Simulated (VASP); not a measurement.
Sn:

```
Sn
1.0
     0.00000    3.23334    3.23334
     3.23334    0.00000    3.23334
     3.23334    3.23334    0.00000
Sn
2
Cartesian
  4.8500 4.8500 4.8500
  3.2333 3.2333 3.2333
```

This isn't the form of Sn at room conditions, which is tetragonal (white tin).

```yaml
Program: VASP 6.6.1
Task: relaxation of cell and atoms
Functional: optB88-vdW
Potentials_or_basis: VASP PAW PBE potentials, release 64 (Sn_d)
Cutoff: 600 eV
k_mesh: 7 × 7 × 7
Occupations: fermi-dirac, width 0.05 eV
Spin: no spin polarisation
```

At the start: pressure 3.4 GPa; volume 33.80 Å³/atom.

Task: How do energy, volume and symmetry change on relaxing?

Result: Over 5 steps the energy falls by 26.6 meV/atom and the volume is 36.52 Å³/atom (+8.1 %); space group Fd-3m (No. 227, to 0.05 Å).

Step by step:
| step | energy change (eV) | largest force (eV/Å) | pressure (GPa) | volume (Å³) |
| --- | --- | --- | --- | --- |
| 1 | 0.0000 | 0.0000 | 3.39 | 67.61 |
| 2 | -0.0485 | 0.0000 | -0.83 | 74.84 |
| 3 | -0.0532 | 0.0000 | 0.03 | 73.02 |
| 4 | -0.0532 | 0.0000 | -0.04 | 73.13 |
| 5 | -0.0532 | 0.0000 | 0.00 | 73.05 |

Final structure:
```
Sn
1.0
     0.00000    3.31788    3.31788
     3.31788    0.00000    3.31788
     3.31788    3.31788    0.00000
Sn
2
Direct
  0.75000 0.75000 0.75000
  0.50000 0.50000 0.50000
```

Caveat: the PAW data sets were made with another functional, which shifts forces and pressure a little.
